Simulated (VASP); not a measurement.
ZnO:

```xyz
4
Lattice="3.2862 0.0000 0.0000 -1.6431 2.8460 0.0000 0.0000 0.0000 5.3017" Properties=species:S:1:pos:R:3 pbc="T T T"
Zn    1.6431    0.9487    2.6539
Zn    0.0000    1.8973    0.0031
O     1.6431    0.9487    4.6641
O     0.0000    1.8973    2.0132
```

The cell is a database's computed one.

Base run:

| Item | Value |
| --- | --- |
| Program | VASP 6.6.1 |
| Functional | PBE |
| Potentials or basis | VASP PAW PBE potentials, release 64 (Zn, O) |
| Cutoff | 600 eV |
| k mesh | 12 × 12 × 8 |
| Occupations | gaussian, width 0.02 eV |
| Spin | no spin polarisation |

Its results: band gap on the k mesh 0.72 eV, direct.

Q: The run is repeated on the same cell with these changes: functional from PBE to LDA; potentials or basis from VASP PAW PBE potentials, release 64 (Zn, O) to VASP PAW LDA potentials, release 64 (Zn, O); cutoff from 600 eV to 450 eV. What comes out?

A: Band gap on the k mesh 0.67 eV, direct.
